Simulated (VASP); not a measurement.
The system is Ti3Al.

```xyz
4
Lattice="0.0000 3.2318 3.2318 3.2318 0.0000 3.2318 3.2318 3.2318 0.0000" Properties=species:S:1:pos:R:3 pbc="T T T"
Ti    4.8477    4.8477    4.8477
Ti    1.6159    1.6159    1.6159
Ti    0.0000    0.0000    0.0000
Al    3.2318    3.2318    3.2318
```

The cell comes from a database or a generator and needn't be the stable form of this composition.

* Program: VASP 6.6.1
* Task: relaxation of cell and atoms
* Functional: LDA
* Potentials or basis: VASP PAW LDA potentials, release 64 (Ti_sv, Al)
* Cutoff: 600 eV
* k mesh: 12 × 12 × 12
* Occupations: gaussian, width 0.1 eV
* Spin: no spin polarisation

At the start: pressure -8.6 GPa; volume 16.88 Å³/atom.

How do energy, volume and symmetry change on relaxing?

Over 6 steps the energy falls by 36.2 meV/atom and the volume is 15.60 Å³/atom (-7.5 %); space group Fm-3m (No. 225, to 0.05 Å).

Step by step:
| step | energy change (eV) | largest force (eV/Å) | pressure (GPa) | volume (Å³) |
| --- | --- | --- | --- | --- |
| 1 | 0.0000 | 0.0000 | -8.57 | 67.51 |
| 2 | -0.0676 | 0.0000 | 7.70 | 59.07 |
| 3 | -0.1448 | 0.0000 | -0.06 | 62.44 |
| 4 | -0.1447 | 0.0000 | 0.16 | 62.34 |
| 5 | -0.1447 | 0.0000 | -0.11 | 62.47 |
| 6 | -0.1448 | 0.0000 | -0.01 | 62.42 |

Final structure:
```xyz
4
Lattice="0.0000 3.1484 3.1484 3.1484 0.0000 3.1484 3.1484 3.1484 0.0000" Properties=species:S:1:pos:R:3 pbc="T T T"
Ti    4.7226    4.7226    4.7226
Ti    1.5742    1.5742    1.5742
Ti    3.1484    0.0000    3.1484
Al    3.1484    3.1484    3.1484
```
